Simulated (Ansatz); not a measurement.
# Ionic part of the dielectric constant of MgO at 30 GPa, mode by mode

These are results of Ansatz, DFT LDA, scalar-relativistic, plane waves, PAW, not measurements. Settings: 420 eV plane-wave cutoff, Γ-centred 10×10×10 mesh, fixed occupations. No spin polarisation. Phonons by linear response, acoustic sum rule imposed.

Symmetry: Fm-3m, No. 225, cubic system. The conventional cell has a = 3.980 Å, b = 3.980 Å, c = 3.980 Å, α = 90.00°, β = 90.00°, γ = 90.00°. Around Mg (site symmetry m-3m) lie 6 O at 1.99 Å. Around O (site symmetry m-3m) lie 6 Mg at 1.99 Å.

The primitive cell has V = 15.76 Å³ and ε∞,yy = 3.068. Each polar mode adds Δε = (4.92064×10⁷/V)·S/ν² along y, with S its oscillator strength in e²/amu, ν in cm⁻¹ and V in Å³.

Question: From these modes, find each Δε and ε0,yy.
```
ν (cm⁻¹) S_yy (e²/amu)
   538.6         0.3794
```

Answer:
| ν (cm⁻¹) | Δε |
| --- | --- |
| 538.6 | 4.08 |

The sum is 4.082, so ε0,yy = 7.15; the run's tensor has 7.15.

Question: Where do the longitudinal modes lie for a wave vector along y?

Answer: At 822 cm⁻¹. The Lyddane–Sachs–Teller product Π(ν_LO/ν_TO)² = 2.33 matches ε0/ε∞ = 2.33.

Cost: 1 run of about 0.11 core-minutes, on Intel Xeon Platinum 8488C (Sapphire Rapids) (shared hosts).

The lattice supplies more than half of the static dielectric constant of compressed MgO: the ionic term of 4.08 exceeds the whole of ε∞, 3.068. It all comes from one polar mode because rock salt has two atoms per primitive cell, and its only optical branch at the zone centre is the rigid motion of the Mg and O sublattices against each other. The oscillator strength corresponds to a Born effective charge close to the formal divalent value, as expected for a strongly ionic oxide with little dynamical charge transfer.

The same charge produces the macroscopic field that lifts the longitudinal mode to 822 cm⁻¹ from the transverse 538.6 cm⁻¹, with the electrons screening only part of it. Short-range Mg–O repulsion keeps the transverse mode stiff, so the large ionic response reflects high effective charges and not an incipient ferroelectric instability. The Lyddane–Sachs–Teller agreement shows that the frequencies and dielectric tensor are mutually consistent, but it doesn't test the accuracy of either.
